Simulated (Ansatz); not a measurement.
# CuO: equation of state with PBE

CuO:

```
CELL_PARAMETERS angstrom
3.42205 0.00000 0.00000
0.00000 3.42205 0.00000
0.00000 0.00000 4.26046
ATOMIC_POSITIONS crystal
Cu 0.00000 0.50000 0.00000
Cu 0.50000 0.00000 0.50000
O 0.00000 0.00000 0.25000
O 0.00000 0.00000 0.75000
```

Measurements of this composition are mostly on another form, of space group No. 15.

```yaml
Program: Ansatz 0.2.0
Task: equation of state
Functional: PBE
Potentials_or_basis: Ansatz PAW
Cutoff: 420 eV
Density_cutoff: 1680 eV
k_mesh: 8 × 8 × 6
Occupations: fermi-dirac, width 0.05 eV
Spin: no spin polarisation
```

- Equilibrium volume: 12.19 Å³/atom
- Bulk modulus at fixed shape and positions: 126 GPa
- Pressure derivative of the bulk modulus: 4.7

Energy against volume, from the lowest point:
| volume (Å³/atom) | energy (meV/atom) |
| --- | --- |
| 11.725 | 7.36 |
| 11.974 | 1.47 |
| 12.224 | 0.00 |
| 12.473 | 2.50 |
| 12.722 | 8.55 |
| 12.972 | 17.64 |
| 13.221 | 29.60 |

All runs of the series together: 34 s on 2 threads of AMD EPYC (Zen 3), with other jobs on the host.

Caveat: the cell was scaled at fixed shape and fractional positions, which overstates the stiffness of a crystal with free parameters, most of all of layers and chains; the run has no spin polarisation, though such a crystal can be magnetic.
